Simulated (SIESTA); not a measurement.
Crystal: NiO.

```xyz
2
Lattice="0.0000 2.0859 2.0859 2.0859 0.0000 2.0859 2.0859 2.0859 0.0000" Properties=species:S:1:pos:R:3 pbc="T T T"
Ni    0.0000    0.0000    0.0000
O     2.0859    2.0859    2.0859
```

Base run:

* Program: SIESTA 5.4.2
* Functional: PBE
* Potentials or basis: Ansatz (PBE files)
* Basis: DZP (energy shift 0.003 Ry; two zetas on semicore shells)
* Grid cutoff: 800 Ry
* Energy shift: 0.003 Ry
* k mesh: 8 × 8 × 8
* Occupations: fermi-dirac, width 0.05 eV
* Spin: collinear spin, ferromagnetic start
* Starting moments: [1.0, 0.0] μB

Its results: band gap on the k mesh none (metal or under the smearing width); pressure 8.4 GPa; net moment 1.84 μB per cell.

Problem. After a change of settings the same cell gave: band gap on the k mesh none (metal or under the smearing width); pressure -1.0 GPa; net moment 0.00 μB per cell. Which change was it?
A. potentials or basis from Ansatz (PBE files) to PseudoDojo 0.5 standard (PBE files)
B. potentials or basis from Ansatz (PBE files) to PseudoDojo 0.4 stringent (PBE files)
C. potentials or basis from Ansatz (PBE files) to SPMS 1.0 (PBE files) or PseudoDojo by element

Solution. A.

Caveats: short orbitals over semicore shells can move pressures by several GPa; the basis of atomic orbitals isn't converged, which shifts pressures, moduli and gaps; semilocal functionals often make such compounds metallic where correlation or magnetic order opens a gap, which also shifts bond lengths; a cell with one magnetic atom can't hold antiferromagnetic order, which such compounds often take (some runs).
